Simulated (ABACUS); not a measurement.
**Cu in ABACUS: the effect of basis**

Crystal: Cu.

```xyz
1
Lattice="-0.0044 1.7884 1.8385 1.8229 -0.0175 1.8516 1.7828 1.7614 0.0226" Properties=species:S:1:pos:R:3 pbc="T T T"
Cu    0.0000    0.0000    0.0000
```

Alike in all runs:

* Program: ABACUS 3.10.1
* Task: single point
* Functional: PBE
* Potentials or basis: PseudoDojo NC SR 0.4.1 PBE standard
* k mesh: 9 × 8 × 9
* Occupations: fermi-dirac, width 0.05 eV
* Spin: no spin polarisation

| basis | cutoff | pressure (GPa) |
| --- | --- | --- |
| DZP | 1361 eV | 2.7 |
| TZDP | 1361 eV | 2.6 |
| pw | 1252 eV | ? |

What does the run with basis pw give?

Pressure 2.0 GPa.

Caveats: all runs use coarse meshes; the atomic orbitals were generated for these runs and aren't a published set (some runs); the basis of atomic orbitals isn't converged, which shifts pressures, moduli and gaps (some runs).
